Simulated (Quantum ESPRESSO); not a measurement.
**BN in Quantum ESPRESSO: the effect of functional**

BN:

```
N B
1.0
     0.00000    1.81300    1.81300
     1.81300    0.00000    1.81300
     1.81300    1.81300    0.00000
N B
1 1
Direct
  0.25000 0.25000 0.25000
  0.00000 0.00000 0.00000
```

The cell is a database's computed one.

Alike in all runs:

```yaml
Program: Quantum ESPRESSO 7.5
Task: band structure
Potentials_or_basis: SG15 PBE 1.2
Cutoff: 1197 eV
Density_cutoff: 4789 eV
k_mesh: 13 × 13 × 13
Occupations: fermi-dirac, width 0.05 eV
Spin: no spin polarisation
```

Problem. One run gave: gap on the mesh 4.64 eV; pressure -2.9 GPa. Which functional did it use?
A. PBEsol
B. RPBE
C. LDA
D. rev-vdW-DF2
E. AM05

Solution. D.

```csv
functional,gap on the mesh (eV),pressure (GPa)
PBE,4.60,-1.5
LDA,4.30,-4.4
PBEsol,4.37,-4.4
RPBE,4.70,-0.1
AM05,4.35,-4.4
rev-vdW-DF2,4.64,-2.9
```

Caveats: the potentials were made for another functional, which shifts forces and pressure (some runs).

A k mesh can miss the band edges.

Not every run made on this cell is shown here.
